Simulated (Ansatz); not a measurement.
# Stress against strain in SnTe

```
CELL_PARAMETERS angstrom
0.00000 3.15650 3.15650
3.15650 0.00000 3.15650
3.15650 3.15650 0.00000
ATOMIC_POSITIONS crystal
Sn 0.00000 0.00000 0.00000
Te 0.50000 0.50000 0.50000
```

Atom numbers follow the list: Sn1, Te2.

The cell is COD entry 9008726, as deposited and not checked against the literature; nothing was relaxed.

Spin–orbit coupling is left out, though it moves levels of the heavy atoms by tenths of an eV or more.

All numbers below come from Ansatz 0.2.0, DFT, PBE, all-electron LAPW, scalar-relativistic.

Settings: a Γ-centred 11×11×11 k mesh, Fermi–Dirac smearing of 0.08 eV, basis error target 0.25 meV/atom, no spin polarisation.

The strain is applied along the Cartesian axes of the cell as listed (γ is the engineering shear, twice εxy = εyz = εzx). Fractional coordinates are held (clamped ions).

σ is the change of stress from the unstrained cell, which is at 2.03 GPa; tension is positive, so slopes are stress–strain coefficients at that pressure.

Only quantities that a quadratic follows smoothly over the whole series are listed; rougher ones are left out.

```
      γ  σxy (GPa)
-0.0300      -0.44
-0.0200      -0.30
-0.0100      -0.16
 0.0000       0.00
 0.0200       0.31
 0.0300       0.47
```

Fit the series and read off the stiffness at zero strain.

Least-squares fits y = p0 + p1 x + p2 x² to the rows give σxy (GPa): p1 = 15.2, p2 = 21. So C44 (clamped ions) = 15 GPa.

One run, at γ = 0.0100, is withheld. Predict its row.

The fits give 0.15; the run gave 0.16.
